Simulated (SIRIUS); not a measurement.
Crystal: AlN.

```
Al N
1.0
     0.00000    2.03452    2.03452
     2.03452    0.00000    2.03452
     2.03452    2.03452    0.00000
Al N
1 1
Direct
  0.50000 0.50000 0.50000
  0.00000 0.00000 0.00000
```

Measurements of this composition are mostly on another form, of space group No. 186.

Base run:

| Quantity | Value |
| --- | --- |
| Program | SIRIUS 7.12.0 |
| Functional | LDA |
| Potentials or basis | all-electron FP-LAPW |
| Cutoff | 278 eV |
| Basis | apw+lo standard |
| k mesh | 11 × 11 × 11 |
| Occupations | fermi-dirac, width 0.05 eV |
| Spin | no spin polarisation |

Its results: band gap on the k mesh 4.41 eV, indirect (least direct gap 5.48 eV).

Task: The run is repeated on the same cell with these changes: functional from LDA to PBEsol. What comes out?

Result: Band gap on the k mesh 4.50 eV, indirect (least direct gap 5.40 eV).

Caveats: the mesh misses the band edges, which the band path finds closer together.
